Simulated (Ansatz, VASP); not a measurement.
## Tl: VASP beside Ansatz

File INCAR:

```
SYSTEM = Tl
PREC     = Accurate       ! precision mode
ENCUT    = 520            ! plane-wave cutoff, eV
EDIFF    = 1E-7           ! SCF threshold, eV
ISMEAR   = -1             ! smearing method
SIGMA    = 0.05           ! smearing width, eV
LREAL    = .False.        ! projectors in reciprocal space
LASPH    = .True.         ! aspherical terms in the spheres
NELM     = 100            ! most SCF steps
ALGO     = Normal         ! electronic algorithm
ISIF     = 2              ! what is computed and relaxed
LWAVE    = .False.        ! write WAVECAR
LCHARG   = .False.        ! write CHGCAR
GGA      = PE             ! functional
NBANDS   = 12             ! bands
```

Contents of KPOINTS:

```
Automatic mesh
0
Gamma
  4 4 4
  0 0 0
```

File POSCAR:

```
Tl
1.0
   -1.9410000000      1.9410000000      1.9410000000
    1.9410000000     -1.9410000000      1.9410000000
    1.9410000000      1.9410000000     -1.9410000000
Tl
1
Direct
    0.0000000000      0.0000000000      0.0000000000
```

Input for Ansatz:

```yaml
crystal:
  lattice:
    - [-1.941, 1.941, 1.941]
    - [1.941, -1.941, 1.941]
    - [1.941, 1.941, -1.941]
  atoms:
    - { symbol: Tl, position: [0.0, 0.0, 0.0] }
kpoints:
  mp_grid: { grid: [4, 4, 4] }
scf:
  occupations: { method: fermi_dirac, width: 0.05 }
hamiltonian:
  xc: pbe
  pseudopotentials: { kind: all_electron, lapw: { basis_error: 0.00025 } }
output:
  forces: true
  stress: true
  eigenvalues: true
```

Alike in both runs: task single point; functional PBE; k mesh 4 × 4 × 4; occupations fermi-dirac, width 0.05 eV; no spin polarisation.

```csv
,VASP,Ansatz
version,VASP 6.6.1,Ansatz 0.2.0
potentials or method,"VASP PAW PBE potentials, release 64 (Tl_d)","all-electron LAPW, scalar-relativistic"
plane-wave cutoff (eV),520,see its input
```

|  | VASP | Ansatz | Ansatz less VASP |
| --- | --- | --- | --- |
| pressure (GPa) | 3.4 | 3.5 | +0.07 |

Ansatz ran all-electron here, so the differences hold the error of VASP's frozen core and of both bases.

Caveats: the k mesh is coarse (spacing up to 0.57 Å⁻¹), so the values aren't converged. The runs have no spin-orbit coupling, so splittings on Tl are missing.
